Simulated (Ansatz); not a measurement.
Input:

Starting cell, CaF2 (fluorite):

```
CELL_PARAMETERS angstrom
      0.00000     2.71957     2.71957
      2.71957     0.00000     2.71957
      2.71957     2.71957     0.00000
ATOMIC_POSITIONS crystal
  Ca 0.00000 0.00000 0.00000
  F  0.25000 0.25000 0.25000
  F  0.75000 0.75000 0.75000
```

A phonon eigenvector at Γ is frozen into this cell: atom i moves by Q times the vector below, so Q is the largest atomic displacement, in Å. The cell is held. It is one choice among 3 degenerate patterns.

```json
[
 {"atom": "Ca1", "x": "0.000", "y": "0.000", "z": "0.948"},
 {"atom": "F2", "x": "0.000", "y": "0.000", "z": "-1.000"},
 {"atom": "F3", "x": "0.000", "y": "0.000", "z": "-1.000"}
]
```

All values below come from r2SCAN (plane waves to 500 eV, PAW, scalar-relativistic; Ansatz, a program for electronic structure). k mesh 11×11×11 (Γ-centred), Fermi-Dirac smearing 0.05 eV. Energies are smeared free energies. CaF2 was relaxed with its symmetry unable to fall. ΔE is measured from the undisplaced structure.

The scan covers Q from -0.280 to 0.280 Å in 13 points.

**Question.** Is the energy the same for equal positive and negative displacements?

**Answer.** Even: the same for both signs.

**Question.** Which space group does the distorted structure have?

**Answer.** I4mm (No. 107), lowered from Fm-3m.

**Question.** What is the energy change at Q = 0.280 Å?

**Answer.** 759 meV/cell.

**Question.** What harmonic wavenumber does the curvature at Q = 0 give?

**Answer.** 262 cm⁻¹.

(A displaced cell: forces are minus the slopes of the energy, force constants its curvatures, and phonons follow from these.)
